Question

Molybdenum disilicide, MoSi₂, is a metallic solid used in furnace heating elements. A density-functional calculation with spin-orbit coupling has projected its filled electron states onto atomic orbitals. A name such as Mo-4d-j-2.5 gives the element, the shell and the total angular momentum j, which combines orbital motion and spin. "Projection electrons" is the number of electrons of that character, with both silicon atoms of the formula unit counted together. "Projection band centre" is their average energy, measured from the Fermi level, up to which the states are filled.

Ansatz 0.2.0, plane-wave DFT with revPBE, spin-orbit coupling and PseudoDojo standard pseudopotentials, for MoSi₂ with atoms displaced at random by about 0.05 Å. The cutoff is 1088 eV, the k mesh 7×7×9 (11×11×14 for the projections) and the Gaussian smearing 0.05 eV. Electrons and centres cover states from −12 eV up to the Fermi level, which is the zero of energy.

```
projection name  projection electrons (e)  projection band centre (eV)
    Mo-5s-j-0.5                     0.350                       -7.130
    Mo-4p-j-1.5                     0.070                       -6.050
    Mo-4d-j-1.5                     2.330                       -3.350
    Mo-4d-j-2.5                     3.380                       -3.320
    Si-3s-j-0.5                     2.100                       -7.660
    Si-3p-j-0.5                     1.730                       -4.740
    Si-3p-j-1.5                     3.430                       -4.800
```

(a) Free atoms have the valence shells 4d⁵5s¹ (Mo) and 3s²3p² (Si). Explain why the counts in the solid differ from these.

(b) Explain why the centre of Mo 5s lies far below that of Mo 4d, and what the small Mo 4p row means.

(c) Derive from a simple rule how the Mo 4d electrons should divide between the two values of j, and compare with the table.

Model answer

(a) In the solid, each atomic orbital combines with orbitals of its neighbours. The bonding combinations move down in energy and the antibonding ones move up. Electrons fill the bands from the bottom, so one part of an orbital ends up in filled states and the rest in empty ones. A shell that was full in the atom can then only lose electrons, while a partly empty shell can gain them through the bonding states in which it takes part.

Silicon shows both effects. The two 3s shells hold 2.10 electrons instead of 4, and the two 3p shells hold 5.16 instead of 4. The 3s orbitals have mixed with 3p and with molybdenum orbitals, and part of their character now lies above the Fermi level. The counts show the shift, though its size depends on the orbitals chosen for the projection and on the energy range, which leaves out states more than 12 eV below the Fermi level. That mixing causes it is the standard theory of bonding.

Molybdenum behaves in the same way: 5s falls from 1 electron to 0.35, and 4d rises from 5 to 5.71. The 5s orbital reaches far out and overlaps strongly with many neighbours, which pushes most of its character into high, empty antibonding states. The 4d orbitals are more compact, so their bands are narrower and stay around the Fermi level, where about half of them are filled.

The filled bands are therefore mainly a mixture of Mo 4d (43 % of the projected electrons) and Si 3p (39 %). Si 3s lies deepest, because a 3s electron comes closer to the nucleus than a 3p electron and is bound more tightly. Si 3p enters the filled states mostly through bonding combinations. Mo 4d probably also supplies weakly bonding states just below the Fermi level, which would raise its average.

(b) The centre is an average over filled states only. If most of an orbital's character lies in empty states, the average describes the small filled remainder. That remainder is an admixture to bands built mainly from other orbitals, and it takes its energy from them. For weak mixing, the share w of a guest orbital in a host state is

w ≈ (V/Δ)²

where V is the coupling between the two orbitals and Δ their distance in energy. Coupling and distance set the share, but the energy at which it appears is close to that of the host.

For Mo 5s, which overlaps strongly with its neighbours, the formula is only a rough guide, but the filled remainder still follows its hosts. The likely hosts are the deep bands rich in Si 3s. At the bottom of the valence bands the wave keeps nearly the same sign from atom to atom, which suits the round 5s orbital best. The centre of 5s agrees with this: it lies 0.5 eV above that of Si 3s, but 3.8 eV below that of Mo 4d.

The Mo 4p row follows the same rule in the extreme. The 4p shell itself is full and lies tens of eV deeper, outside the energy range counted here. Its 0.07 electrons are a trace of 4p character in the valence bands, most likely left by slight mixing of 4p with orbitals of the neighbouring atoms. The centre at −6.05 eV thus belongs to the host bands.

(c) Without spin-orbit coupling and magnetism, each spatial state holds spin up and spin down equally, whatever the surroundings of the atom. No direction of spin is then tied to a direction of orbital motion. The electrons of a shell divide simply by the number of places, which is 2j + 1 for each j. With l the orbital quantum number and N the electrons in the shell, the lower j receives

N(lower j) = N · l / (2l + 1)

For 4d, l = 2 and N = 2.33 + 3.38 = 5.71, so that

N(j = 1.5) = 5.71 × 2/5 = 2.28

The calculation gives 2.33, so the estimate is 2 % below it. Only the total of the shell was taken from the table; the division follows from the rule. Spin-orbit coupling lowers the j = 1.5 states and would fill them slightly more, which fits the sign of the difference. A small difference in shape between the two projection orbitals could do the same, and the table does not separate the two.

Remarks on the reasoning

A weak answer to (a) calls Si 3s a filled, inert pair. The seven counts add up to 0.61 electrons less than the 14 valence electrons, and some of these may be Si 3s states below the counted energy range. Even if all of them were, each silicon atom would hold about 1.4 electrons in 3s, not 2. This tests the size of the effect but is no strict bound, since overlapping projections can count the same electron twice. If such deep states are cut off, the listed centre of Si 3s lies too high, and that of Mo 5s probably does too.

The same shortfall warns against reading ionic charges from the table. The molybdenum rows add up to 6.13 electrons, against 6 in the free atom. That excess is much smaller than the number of electrons left unassigned.

The difference between the centres of two j values is not the spin-orbit splitting, since each centre averages over filled states only. These differences are only 0.03 eV for Mo 4d and 0.06 eV for Si 3p, and the table does not show what causes them. For Si 3p even the order is opposite to that in a free atom, where spin-orbit coupling puts the lower j lower.

The atoms were displaced at random by about 0.05 Å, and the pseudopotentials were made for another functional. How far this changes the counts was not tested, so the answer should rest on the large shifts between shells. The printed output below compares each row with the free atoms and gives the division by j for Mo 4d and Si 3p.

Numerical output:

```
Counts against free atoms:
          row  electrons  free_atoms  change  per_place
  Mo-5s-j-0.5       0.35           1   -0.65      0.175
  Mo-4p-j-1.5       0.07           0    0.07     0.0175
  Mo-4d-j-1.5       2.33           2    0.33     0.5825
  Mo-4d-j-2.5       3.38           3    0.38     0.5633
  Si-3s-j-0.5        2.1           4    -1.9      0.525
  Si-3p-j-0.5       1.73       1.333  0.3967     0.4325
  Si-3p-j-1.5       3.43       2.667  0.7633     0.4288
Mo 4d electrons, both j: 5.71
Si 3p electrons, both j and both atoms: 5.16
Si 3s electrons per Si atom: 1.05
Si 3p electrons per Si atom: 2.58
Mo 4d share of all projected electrons in percent: 42.64
Si 3p share of all projected electrons in percent: 38.54
Si 3s share of all projected electrons in percent: 15.68
Valence electrons missing from the listed rows: 0.61
Si 3s electrons per Si atom if all missing ones were Si 3s: 1.355
Si 3s centre in eV if all missing ones were Si 3s at the -12 eV floor: -8.637
Mo 4d filled centre in eV, both j: -3.332
Si 3p filled centre in eV, both j: -4.78
Mo 5s centre below Mo 4d centre in eV: 3.798
Mo 5s centre above Si 3s centre in eV: 0.53
Mo 4d electrons in the lower j beyond the 2j+1 share: 0.046
Si 3p electrons in the lower j beyond the 2j+1 share: 0.01
Mo 4d centre of lower j less that of higher j in eV: -0.03
Si 3p centre of lower j less that of higher j in eV: 0.06
```
